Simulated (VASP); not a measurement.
# InP (F-43m) in VASP: further runs

One crystal, InP, is run at these levels: PBEsol; tasks: single point, relaxation of the atoms.

Program: VASP 6.6.1. These are calculated values, not measurements. Logs are shortened: lines on timing, memory, paths and dates and some standing lists are left out, and cuts for length are marked.

### 1 The cell of the first run

Symmetry: F-43m, No. 216, cubic system. Conventional cell: a = 5.820 Å, b = 5.820 Å, c = 5.820 Å, α = 90.00°, β = 90.00°, γ = 90.00°. Around In (site symmetry -43m) lie 4 P at 2.52 Å. Around P (site symmetry -43m) lie 4 In at 2.52 Å.

The cell was built by a generator and isn't the measured one.

### 2 Single point, PBEsol (strained cell)

The input, INCAR:

```
SYSTEM = InP
PREC = Accurate
ENCUT = 520
EDIFF = 1E-7
ISMEAR = 0
SIGMA = 0.02
LREAL = .FALSE.
LASPH = .TRUE.
NELM = 100
ALGO = Normal
ISIF = 2
LWAVE = .FALSE.
LCHARG = .FALSE.
GGA = PS
NBANDS = 16
```

The input, KPOINTS:

```
regular mesh
0
G
  10 10 10
  0 0 0
```

The input, POSCAR:

```
InP
1.0
    0.0000000000      2.9097962392      2.9097962392
    2.9097962392      0.0000000000      2.9097962392
    2.9097962392      2.9097962392      0.0000000000
In P
1 1
Direct
    0.0000000000      0.0000000000      0.0000000000
    0.2500000000      0.2500000000      0.2500000000
```

Potentials or basis: VASP PAW PBE potentials, release 64 (In_d, P).

Launch:

```sh
> cat potpaw_PBE.64/In_d/POTCAR potpaw_PBE.64/P/POTCAR > POTCAR
> mpirun -np 1 vasp_std > vasp.out
```

OUTCAR:

```text
SYSTEM = InP
   PREC = Accurate
   ENCUT = 520
   EDIFF = 1E-7
   ISMEAR = 0
   LREAL = .FALSE.
   LASPH = .TRUE.
   NELM = 100
   ISIF = 2
   GGA = PS

 ion  position               nearest neighbor table
   1  0.000  0.000  0.000-   2 2.52   2 2.52   2 2.52   2 2.52
   2  0.250  0.250  0.250-   1 2.52   1 2.52   1 2.52   1 2.52

  LATTYP: Found a face centered cubic cell.
 ALAT       =     5.8195924784

  Lattice vectors:

 A1 = (   0.0000000000,   2.9097962392,   2.9097962392)
 A2 = (   2.9097962392,   0.0000000000,   2.9097962392)
 A3 = (   2.9097962392,   2.9097962392,   0.0000000000)

Analysis of symmetry for initial positions (statically):
=====================================================================
 Subroutine PRICEL returns:
 Original cell was already a primitive cell.

 Routine SETGRP: Setting up the symmetry group for a
 face centered cubic supercell.

 Subroutine GETGRP returns: Found 24 space group operations
 (whereof 24 operations were pure point group operations)
 out of a pool of 48 trial point group operations.

The static configuration has the point symmetry T_d .

Analysis of symmetry for dynamics (positions and initial velocities):
=====================================================================
 Subroutine PRICEL returns:
 Original cell was already a primitive cell.

 Routine SETGRP: Setting up the symmetry group for a
 face centered cubic supercell.

 Subroutine GETGRP returns: Found 24 space group operations
 (whereof 24 operations were pure point group operations)
 out of a pool of 48 trial point group operations.

The dynamic configuration has the point symmetry T_d .

 Subroutine INISYM returns: Found 24 space group operations
 (whereof 24 operations are pure point group operations),
 and found     1 'primitive' translations

----------------------------------------------------------------------------------------

                                     Primitive cell

  volume of cell :      49.2740

  direct lattice vectors                    reciprocal lattice vectors
     0.000000000  2.909796239  2.909796239    -0.171833338  0.171833338  0.171833338
     2.909796239  0.000000000  2.909796239     0.171833338 -0.171833338  0.171833338
     2.909796239  2.909796239  0.000000000     0.171833338  0.171833338 -0.171833338

  length of vectors
     4.115073305  4.115073305  4.115073305     0.297624071  0.297624071  0.297624071

  position of ions in fractional coordinates (direct lattice)
     0.000000000  0.000000000  0.000000000
     0.250000000  0.250000000  0.250000000

  ion indices of the primitive-cell ions
   primitive index   ion index
                 1           1
                 2           2

----------------------------------------------------------------------------------------

 KPOINTS: regular mesh

Automatic generation of k-mesh.
 Grid dimensions read from file:
 generate k-points for:   10   10   10

 Generating k-lattice:

  Cartesian coordinates                     Fractional coordinates (reciprocal lattice)
    -0.017183334  0.017183334  0.017183334     0.100000000  0.000000000  0.000000000
     0.017183334 -0.017183334  0.017183334     0.000000000  0.100000000  0.000000000
     0.017183334  0.017183334 -0.017183334     0.000000000  0.000000000  0.100000000

  Length of vectors
     0.029762407  0.029762407  0.029762407

  Shift w.r.t. Gamma in fractional coordinates (k-lattice)
     0.000000000  0.000000000  0.000000000

 Subroutine IBZKPT returns following result:
 ===========================================

 Found     47 irreducible k-points:

 Following reciprocal coordinates:
            Coordinates               Weight
  0.000000  0.000000  0.000000      1.000000
  0.100000  0.000000  0.000000      8.000000
  0.200000  0.000000  0.000000      8.000000
  0.300000  0.000000  0.000000      8.000000
  0.400000  0.000000  0.000000      8.000000
  0.500000  0.000000  0.000000      4.000000
[... 16 lines left out ...]
  0.300000  0.300000  0.000000      6.000000
  0.400000  0.300000  0.000000     24.000000
 [... further k-points ...]
   k-points           NKPTS =     47   k-points in BZ     NKDIM =     47   number of bands    NBANDS=     16
   number of dos      NEDOS =    301   number of ions     NIONS =      2
   total plane-waves  NPLWV =  32768
   dimension x,y,z NGX =    32 NGY =   32 NGZ =   32
   dimension x,y,z NGXF=    64 NGYF=   64 NGZF=   64
   ions per type =               1   1
   NGX,Y,Z   is equivalent  to a cutoff of  12.93, 12.93, 12.93 a.u.
   NGXF,Y,Z  is equivalent  to a cutoff of  25.86, 25.86, 25.86 a.u.
 SYSTEM =  InP
   PREC   = accura    normal or accurate (medium, high low for compatibility)
   ISTART =      0    job   : 0-new  1-cont  2-samecut
   ICHARG =      2    charge: 1-file 2-atom 10-const
   ISPIN  =      1    spin polarized calculation?
   LNONCOLLINEAR =      F non collinear calculations
   LSORBIT =      F    spin-orbit coupling
   LASPH  =      T    aspherical Exc in radial PAW
   ENCUT  =  520.0 eV  38.22 Ry    6.18 a.u.   7.65  7.65  7.65*2*pi/ulx,y,z
   NELM   =    100;   NELMIN=  2; NELMDL= -5     # of ELM steps
   EDIFF  = 0.1E-06   stopping-criterion for ELM
   LREAL  =      F    real-space projection
   EDIFFG = 0.1E-05   stopping-criterion for IOM
   NSW    =      0    number of steps for IOM
   IBRION =     -1    ionic relax: 0-MD 1-quasi-New 2-CG
   NFREE  =      0    steps in history (QN), initial steepest desc. (CG)
   ISIF   =      2    stress and relaxation
   ISYM   =      2    0-nonsym 1-usesym 2-fastsym
   POTIM  = 0.5000    time-step for ionic-motion
   TEBEG  =    0.0;   TEEND  =   0.0 temperature during run
   PSTRESS=    0.0 pullay stress
   NELECT =      18.0000    total number of electrons
   NUPDOWN=      -1.0000    fix difference up-down
   EMIN   =  10.00;   EMAX   =-10.00  energy-range for DOS
   EFERMI =   0.00;   METHOD = LEGACY
   ISMEAR =     0;   SIGMA  =   0.02  broadening in eV -4-tet -1-fermi 0-gaus
   EFERMI_NEDOS =   21; number of points for ismear=-14 and -15
   IALGO  =     38    algorithm
   IMIX   =      4    mixing-type and parameters
     AMIX     =   0.40;   BMIX     =  1.00
     AMIX_MAG =   1.60;   BMIX_MAG =  1.00
  volume/ion in A,a.u.               =      24.64       166.26
  Fermi-wavevector in a.u.,A,eV,Ry     =   1.170289  2.211525 18.634215  1.369576
  Thomas-Fermi vector in A             =   2.306750
   LORBIT       =      0    0 simple, 1 ext, 2 COOP (PROOUT), +10 PAW based schemes
   GGA     = PS    functional components
   LHFCALC =     F    Hartree Fock is set to
   AEXX    =    0.0000 exact exchange contribution
   IVDW    =     0    specifies the selected vdW correction
   LEPSILON=     F    determine dielectric tensor
   LRPA    =     F    only Hartree local field effects (RPA)
 non-spin polarized calculation
 Gauss-broadening in eV      SIGMA  =   0.02
  energy-cutoff  :      520.00
  volume of cell :       49.27
 maximum number of plane-waves:      1363
   NGX = 15   NGY = 15   NGZ = 15

 number of electron      17.9999997 magnetization

 Free energy of the ion-electron system (eV)
  ---------------------------------------------------
  ext. energy  EPLUGINS =         0.00000000
  ---------------------------------------------------
  free energy    TOTEN  =        -9.14650726 eV

  energy without entropy =       -9.14650726  energy(sigma->0) =       -9.14650726

 E-fermi :   5.4758     XC(G=0):  -9.5734

 val. band max:        5.3273038568   @ k =   0.0000   0.0000   0.0000
 cond. band min:       6.0563377986   @ k =   0.0000   0.0000   0.0000
 fundamental gap:      0.7290339417
 Fermi energy:         5.4758229487

 k-point     1 :       0.0000    0.0000    0.0000
  band No.  band energies     occupation
      1      -8.8677      2.00000
      2      -8.8677      2.00000
      3      -8.8677      2.00000
      4      -8.7018      2.00000
      5      -8.7018      2.00000
      6      -6.3701      2.00000
[... 8 lines left out ...]
     15      14.7922      0.00000
     16      14.7922      0.00000

 k-point     2 :       0.1000    0.0000    0.0000
  band No.  band energies     occupation
      1      -8.8817      2.00000
      2      -8.8622      2.00000
      3      -8.8622      2.00000
      4      -8.7019      2.00000
      5      -8.7019      2.00000
      6      -6.2500      2.00000
[... 8 lines left out ...]
     15      14.2622      0.00000
     16      14.3673      0.00000

 k-point     3 :       0.2000    0.0000    0.0000
  band No.  band energies     occupation
      1      -8.9170      2.00000
      2      -8.8492      2.00000
      3      -8.8492      2.00000
      4      -8.7008      2.00000
      5      -8.7008      2.00000
      6      -5.9047      2.00000
[... 8 lines left out ...]
     15      13.8234      0.00000
     16      14.5653      0.00000

 k-point     4 :       0.3000    0.0000    0.0000
  band No.  band energies     occupation
      1      -8.9577      2.00000
      2      -8.8359      2.00000
      3      -8.8359      2.00000
      4      -8.6965      2.00000
      5      -8.6965      2.00000
      6      -5.3858      2.00000
[... 8 lines left out ...]
     15      14.1259      0.00000
     16      14.1259      0.00000

 k-point     5 :       0.4000    0.0000    0.0000
  band No.  band energies     occupation
      1      -8.9889      2.00000
      2      -8.8277      2.00000
      3      -8.8277      2.00000
      4      -8.6902      2.00000
      5      -8.6902      2.00000
      6      -4.8264      2.00000
[... 8 lines left out ...]
     15      15.1208      0.00000
     16      15.1208      0.00000

 k-point     6 :       0.5000    0.0000    0.0000
  band No.  band energies     occupation
      1      -9.0005      2.00000
      2      -8.8253      2.00000
      3      -8.8253      2.00000
      4      -8.6871      2.00000
      5      -8.6871      2.00000
      6      -4.5472      2.00000
[... 8 lines left out ...]
     15      15.9899      0.00000
     16      15.9899      0.00000

 k-point     7 :       0.1000    0.1000    0.0000
  band No.  band energies     occupation
      1      -8.8920      2.00000
      2      -8.8572      2.00000
      3      -8.8572      2.00000
      4      -8.7062      2.00000
      5      -8.6982      2.00000
      6      -6.2104      2.00000
[... 8 lines left out ...]
     15      14.6226      0.00000
     16      14.8827      0.00000

 k-point     8 :       0.2000    0.1000    0.0000
  band No.  band energies     occupation
      1      -8.9209      2.00000
      2      -8.8463      2.00000
      3      -8.8439      2.00000
      4      -8.7098      2.00000
      5      -8.6945      2.00000
      6      -5.9407      2.00000
[... 8 lines left out ...]
     15      14.6504      0.00000
     16      15.3830      0.00000

 k-point     9 :       0.3000    0.1000    0.0000
  band No.  band energies     occupation
      1      -8.9562      2.00000
      2      -8.8350      2.00000
      3      -8.8296      2.00000
      4      -8.7094      2.00000
      5      -8.6900      2.00000
      6      -5.4773      2.00000
[... 8 lines left out ...]
     15      14.7478      0.00000
     16      15.0411      0.00000
[... 172 lines left out ...]
 k-point    19 :       0.5000    0.2000    0.0000
  band No.  band energies     occupation
      1      -9.0137      2.00000
      2      -8.8110      2.00000
      3      -8.7979      2.00000
      4      -8.7139      2.00000
      5      -8.6818      2.00000
      6      -4.3743      2.00000
[... 8 lines left out ...]
     15      16.0742      0.00000
     16      16.6788      0.00000

 k-point    20 :      -0.4000    0.2000    0.0000
  band No.  band energies     occupation
      1      -9.0105      2.00000
      2      -8.8143      2.00000
      3      -8.8009      2.00000
      4      -8.7032      2.00000
      5      -8.6908      2.00000
      6      -4.2925      2.00000
[... 8 lines left out ...]
     15      14.7946      0.00000
     16      16.4208      0.00000

 k-point    21 :      -0.3000    0.2000    0.0000
  band No.  band energies     occupation
      1      -8.9941      2.00000
      2      -8.8187      2.00000
      3      -8.8108      2.00000
      4      -8.7017      2.00000
      5      -8.6957      2.00000
      6      -4.6816      2.00000
[... 8 lines left out ...]
     15      15.6011      0.00000
     16      16.7430      0.00000

 k-point    22 :      -0.2000    0.2000    0.0000
  band No.  band energies     occupation
      1      -8.9687      2.00000
      2      -8.8268      2.00000
      3      -8.8254      2.00000
      4      -8.7073      2.00000
      5      -8.6930      2.00000
      6      -5.2112      2.00000
[... 8 lines left out ...]
     15      15.6052      0.00000
     16      16.6505      0.00000

 k-point    23 :       0.3000    0.3000    0.0000
  band No.  band energies     occupation
      1      -9.0101      2.00000
      2      -8.7940      2.00000
      3      -8.7940      2.00000
      4      -8.7376      2.00000
      5      -8.6766      2.00000
      6      -5.0617      2.00000
[... 8 lines left out ...]
     15      15.5294      0.00000
     16      18.2445      0.00000

 k-point    24 :       0.4000    0.3000    0.0000
  band No.  band energies     occupation
      1      -9.0313      2.00000
      2      -8.7841      2.00000
      3      -8.7803      2.00000
      4      -8.7416      2.00000
      5      -8.6727      2.00000
      6      -4.6187      2.00000
[... 8 lines left out ...]
     15      15.9618      0.00000
     16      18.1050      0.00000

 [... further k-points ...]

------------------------ aborting loop because EDIFF is reached ----------------------------------------

  FORCE on cell =-STRESS in cart. coord.  units (eV):
  Direction    XX          YY          ZZ          XY          YZ          ZX
  --------------------------------------------------------------------------------------
  -------------------------------------------------------------------------------------
  Total        0.6569800      0.6569800      0.6569800      0.0000000      0.0000000     -0.0000000
  in kB       21.3621531     21.3621531     21.3621531      0.0000000      0.0000000     -0.0000000
  external PRESSURE =      21.3621531 kB  Pullay stress =       0.0000000 kB

 VOLUME and BASIS-vectors are now :
 -----------------------------------------------------------------------------
  energy-cutoff  :      520.00
  volume of cell :       49.27
      direct lattice vectors                 reciprocal lattice vectors
     0.000000000  2.909796239  2.909796239    -0.171833338  0.171833338  0.171833338
     2.909796239  0.000000000  2.909796239     0.171833338 -0.171833338  0.171833338
     2.909796239  2.909796239  0.000000000     0.171833338  0.171833338 -0.171833338

 POSITION                                       TOTAL-FORCE (eV/Angst)
 -----------------------------------------------------------------------------------
      0.00000      0.00000      0.00000         0.000000     -0.000000     -0.000000
      1.45490      1.45490      1.45490        -0.000000      0.000000      0.000000
 -----------------------------------------------------------------------------------
    total drift:                                0.000000      0.000000      0.000000

  FREE ENERGIE OF THE ION-ELECTRON SYSTEM (eV)
  ---------------------------------------------------
  free  energy   TOTEN  =        -9.1465072551 eV

  energy  without entropy=       -9.1465072551  energy(sigma->0) =       -9.14650726
```

Wall time 35 s (1 thread of Intel Xeon Platinum 8259CL at 2.50GHz (Skylake/Cascade Lake), shared host); peak memory 0.19 GiB.

Results:

```yaml
Free_energy: -9.1465 eV
Pressure: 2.1 GPa
Band_gap_on_the_k_mesh: 0.73 eV, direct
```

Levels at points of the mesh, in eV from the valence-band top:
| k point | band 6 | band 7 | band 8 | band 9 | band 10 | band 11 | band 12 | band 13 |
| --- | --- | --- | --- | --- | --- | --- | --- | --- |
| (0.00, 0.00, 0.00) | -11.70 | 0.00 | 0.00 | 0.00 | 0.73 | 4.01 | 4.01 | 4.01 |
| (0.50, 0.00, 0.00) | -9.87 | -5.92 | -1.02 | -1.02 | 1.45 | 4.74 | 4.74 | 6.99 |
| (0.50, 0.50, 0.00) | -9.19 | -5.91 | -2.43 | -2.43 | 1.59 | 2.16 | 9.23 | 9.67 |

Caveat: the PAW data sets were made with another functional, which shifts forces and pressure a little; spin-orbit coupling is left out, which moves the levels of the heavy elements.

(Part 1 of 2 ends here.)
